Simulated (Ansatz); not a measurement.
A run of Ansatz 0.2.0 is set up as follows.

The input input:

```
crystal:
  lattice:
    - [0.0, 2.7255, 2.7255]
    - [2.7255, 0.0, 2.7255]
    - [2.7255, 2.7255, 0.0]
  atoms:
    - { symbol: Se, position: [0.5, 0.5, 0.5] }
    - { symbol: Mg, position: [0.0, 0.0, 0.0] }
hamiltonian:
  xc: hse06
  pseudopotentials: { kind: paw_fr }
magnetization:
  noncollinear: true
  spin_orbit: true
kpoints:
  mp_grid: { grid: [4, 4, 4] }
scf:
  occupations: { method: fermi_dirac, width: 0.05 }
output:
  forces: true
  stress: true
  eigenvalues: true
  write_density: true
  write_potential: true
  elf: true
  volumetric_format: npy
```

Question: Estimate the pressure.

Answer: 0.9 GPa.

Question: Predict the band gap on the k mesh.

Answer: 2.53 eV, indirect (least direct gap 3.48 eV).

Caveat: the k mesh is coarse (spacing up to 0.50 Å⁻¹), so the values aren't converged, least of all with exact exchange; the PAW data sets come from PBE, with cores solved anew for the run's functional, which leaves a small shift of forces and pressure; the thresholds are loose for stress. A k mesh can miss the band edges.
